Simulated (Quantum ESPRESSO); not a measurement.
Crystal: Te.

```
Te
1.0
     4.45400    0.00000    0.00000
    -2.22700    3.85728    0.00000
     0.00000    0.00000    5.92400
Te
3
Cartesian
  1.6279 2.8197 0.0000
  -0.5991 1.0376 3.9493
  1.1981 0.0000 1.9747
```

Base run:

- Program: Quantum ESPRESSO 7.5
- Functional: AM05
- Potentials or basis: GBRV 1.5 PBE
- Cutoff: 612 eV
- Density cutoff: 4898 eV
- k mesh: 6 × 6 × 4, shifted
- Occupations: fermi-dirac, width 0.05 eV
- Spin: no spin polarisation

Its results: pressure -0.5 GPa; largest force 0.177 eV/Å; electronic dielectric tensor (diagonal) 35.18, 35.18, 52.91.

Task: After a change of settings the same cell gave: pressure 5.3 GPa; largest force 0.355 eV/Å; electronic dielectric tensor (diagonal) 33.67, 33.67, 50.90. Which change was it?
A. functional from AM05 to PBEsol; potentials or basis from GBRV 1.5 PBE to GBRV 1.5 PBEsol
B. functional from AM05 to WC
C. functional from AM05 to BLYP
D. functional from AM05 to LDA; potentials or basis from GBRV 1.5 PBE to GBRV 1.5 LDA

Result: C.

BLYP binds less tightly than AM05, so the same cell stands under more pressure.

Caveats: the potentials were made for another functional, which shifts forces and pressure; the cell is more than 3 GPa from zero pressure, which shifts response properties (some runs).

Runs at the PBE level aren't shown here.
